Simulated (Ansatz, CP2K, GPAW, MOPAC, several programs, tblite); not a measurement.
# Many methods on one cell: PbS (Cmcm)

PbS (Cmcm) from a database of computed structures, relaxed with r2SCAN+rVV10 in Ansatz, was computed with several methods. Space group Cmcm (No. 63), orthorhombic; a = 4.127 Å, b = 11.739 Å, c = 4.260 Å in the conventional setting, 25.80 Å³ an atom. Pb is surrounded by 5 S at 2.68–2.97 Å; S is surrounded by 5 Pb at 2.68–2.97 Å. The values are computed, spin-unpolarised, and not measurements.

Space group Cmcm (No. 63). a = 4.127 Å, b = 11.739 Å, c = 4.260 Å, α = 90.00°, β = 90.00°, γ = 90.00°

| atom | site | symmetry | x | y | z |
| --- | --- | --- | --- | --- | --- |
| Pb | 4c | m2m | 0.5000 | 0.6277 | 0.7500 |
| S | 4c | m2m | 0.5000 | 0.8563 | 0.7500 |

Gaps and times are for a single point on this cell; volume and bulk modulus come from each method's own relaxation or energy curve at fixed shape, which is too stiff where a cell has free coordinates or axes. Times are rough, from shared hosts (Arm Neoverse V1), and each method has its own mesh and cell size. A double dagger marks a value from a curve with shape and coordinates held. PM6 (MOPAC), PM7 (MOPAC), GFN1-xTB (tblite), GFN2-xTB (tblite) treat a cluster of cells at its zone centre, which samples few k points: where these miss a band edge, the gap comes out too large for that reason alone. Gaps from k meshes are read at a limited set of points (mesh, symmetry points, PBE's band edges), so each method's own least gap may be somewhat smaller. xTB and the PM methods were fitted mostly to molecules, and can miss a solid's gap by electronvolts. Minimal bases can be far off for gaps. Curves at held shape can't give the bulk modulus of a layered or molecular crystal, so none is listed. GLLB-SC's gap includes the derivative discontinuity. d marks a direct gap, i an indirect one (no mark: not told apart), a dash a value that wasn't computed or didn't pass its checks.

| method | kind | gap (eV) | own volume (Å³/atom) | bulk modulus (GPa) | atoms computed | processor time |
| --- | --- | --- | --- | --- | --- | --- |
| GFN1-xTB (tblite) | tight binding | 1.25 | 23.68‡ | – | 32 | 1 s |
| GFN2-xTB (tblite) | tight binding | 1.33 | – | – | 32 | 1.9 s |
| light PBE (260 eV and a coarse mesh) | light plane-wave | 1.09 i | – | – | 4 | 2 s |
| PM7 (MOPAC) | semi-empirical | 6.87 | – | – | 32 | 3.4 s |
| PM6 (MOPAC) | semi-empirical | 4.10 | – | – | 32 | 4.2 s |
| PBE/single zeta (GPAW) | small basis | 1.08 d | – | – | 4 | 7.5 s |
| PBE/SZV (CP2K) | small basis | 0.36 i | 25.31‡ | – | 4 | 9.1 s |
| PBE | semilocal | 1.09 i | – | – | 4 | 10 s |
| PBE/DZVP (CP2K) | small basis | 0.99 i | 26.89‡ | – | 4 | 20 s |
| r2SCAN | semilocal | 1.36 i | – | – | 4 | 25 s |
| GLLB-SC (GPAW) | model potential | 2.10 | – | – | 4 | 75 s |

Against r2SCAN (1.36 eV) and with closed or daggered gaps left aside, the nearest gap at the points sampled is that of GFN2-xTB (tblite) (-0.03 eV) and the farthest that of PM7 (MOPAC) (+5.51 eV). r2SCAN is only a yardstick of convenience: semilocal gaps usually lie below measured ones, which GLLB-SC and hybrids aim to mend.

Spin-orbit coupling is left out; in compounds of Pb, Bi, Tl or Hg it can lower a gap by up to about 1 eV, split its edges or invert the bands.
